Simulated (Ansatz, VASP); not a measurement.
BN: VASP beside Ansatz

Contents of INCAR:

```
PREC = Accurate ; ENCUT = 520
EDIFF = 1E-6 ; ISMEAR = 0
SIGMA = 0.05 ; LREAL = False
LASPH = True ; NELM = 100
ALGO = Normal ; ISIF = 2
LWAVE = False ; LCHARG = False
GGA = PE ; NBANDS = 11
```

Contents of KPOINTS:

```
regular mesh
0
Gamma
  12 12 12
```

The input POSCAR:

```
BN
1.0
    0.0000000000      2.0351272637      1.4388349754
    2.0351272637      0.0000000000      1.4388349754
    2.0351272637      2.0351272637      0.0000000000
B N
1 1
Direct
    0.0000000000      0.0000000000      0.0000000000
    0.7500000000      0.7500000000      0.7500000000
```

Input for Ansatz:

```yaml
crystal:
  lattice:
    - [0.0, 2.0351272637, 1.4388349754]
    - [2.0351272637, 0.0, 1.4388349754]
    - [2.0351272637, 2.0351272637, 0.0]
  atoms:
    - { symbol: B, position: [0.0, 0.0, 0.0] }
    - { symbol: "N", position: [0.75, 0.75, 0.75] }
basis:
  ecutwfc: 420
kpoints:
  mp_grid: { grid: [12, 12, 12] }
hamiltonian:
  xc: pbe
scf:
  occupations: { method: gaussian, width: 0.05 }
output:
  forces: true
  stress: true
  eigenvalues: true
```

Alike in both runs: task single point; functional PBE; k mesh 12 × 12 × 12; occupations gaussian, width 0.05 eV; no spin polarisation.

|  | VASP | Ansatz |
| --- | --- | --- |
| version | VASP 6.6.1 | Ansatz 0.2.0 |
| potentials or method | VASP PAW PBE potentials, release 64 (B, N) | scalar-relativistic, plane waves, PAW |
| plane-wave cutoff (eV) | 520 | 420 |
| valence electrons in the cell | 8 | 8 |

```csv
,VASP,Ansatz,Ansatz less VASP
gap on the k mesh at the Fermi level (eV),0.77,0.79,+0.014
least direct gap on the mesh (eV),6.03,6.04,+0.006
pressure (GPa),-4.3,-4.5,-0.17
largest component of the traceless stress (GPa),88.10,88.08,-0.016
```

With one functional, cell and mesh, what is left measures potentials, basis and numerics.

A k mesh can miss the band edges.
